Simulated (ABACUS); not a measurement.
**MgS (Niningerite) under changes of volume**

One of the cells (17.609 Å³/atom); the others are scaled copies at fixed shape and fractional positions:

```
CELL_PARAMETERS angstrom
0.00000 2.60165 2.60165
2.60165 0.00000 2.60165
2.60165 2.60165 0.00000
ATOMIC_POSITIONS crystal
S 0.50000 0.50000 0.50000
Mg 0.00000 0.00000 0.00000
```

* Program: ABACUS 3.10.1
* Functional: PBE
* Potentials or basis: PseudoDojo NC SR 0.4.1 PBE standard
* Cutoff: 1361 eV
* Density cutoff: 5442 eV
* Basis: DZP LCAO (the cutoffs set its grid)
* k mesh: 9 × 9 × 9
* Occupations: fermi-dirac, width 0.05 eV
* Spin: no spin polarisation

```tsv
volume (Å³/atom)	energy over the lowest point (meV/atom)	pressure (GPa)	gap on the mesh (eV)
16.553	35.30	7.9	2.94
16.905	20.34	5.8	2.90
17.257	?	?	?
17.609	3.11	2.2	2.82
17.962	0.00	0.6	2.78
18.314	0.17	-0.8	2.74
18.666	3.41	-2.1	2.70
```

Question: What does the run at 17.257 Å³/atom give?

Answer: Energy over the lowest point 9.69 meV/atom; pressure 3.9 GPa; gap on the mesh 2.86 eV.

Worked out: A Birch-Murnaghan fit of order 3 (a polynomial in V^(-2/3)) to the other rows has its minimum at 18.11 Å³/atom with B0 = V·E''(V) = 74 GPa and B' = 3.7. It gives 9.75 meV/atom at 17.257 Å³/atom, against the run's 9.69, and -dE/dV = 3.9 GPa, against 3.9. A straight line through the other rows of the gap, of slope -1.99 eV per unit of ln V, gives 2.86 eV, against the run's 2.86.

Energies are extrapolated to zero smearing.

Caveats: the atomic orbitals were generated for these runs and aren't a published set; an odd mesh through Γ misses points on the zone boundary, where band edges often lie; the basis of atomic orbitals isn't converged, which shifts pressures, moduli and gaps.
